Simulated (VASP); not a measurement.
Runs of VASP 6.6.1 on Ba. The cell holds a slab with vacuum, 2 atoms: a = 3.910 Å, b = 4.141 Å, c = 20.700 Å, α = 90.00°, β = 90.00°, γ = 118.17°. 

```csv
level,gap on the mesh (eV),largest force (eV/Å),work function (eV)
RPBE,none,0.18,2.41
revPBE,none,0.18,2.41
AM05,none,0.20,(a)
PBE,none,0.19,2.51
```

Alike in all rows: task work function; potentials or basis VASP PAW PBE potentials, release 64 (Ba_sv); no spin polarisation; cell as given; k mesh 8 × 8 × 1; cutoff (eV) 520; smearing fermi-dirac 0.05 eV.

**Question.** Estimate the missing entries.

**Answer.** (a) 2.43.

Caveats: the PAW data sets were made with another functional, which shifts forces and pressure a little (some runs).

A k mesh can miss the band edges, and the runs leave out spin-orbit coupling on Ba.

A gap of «none» marks a metal or a gap under the smearing width.
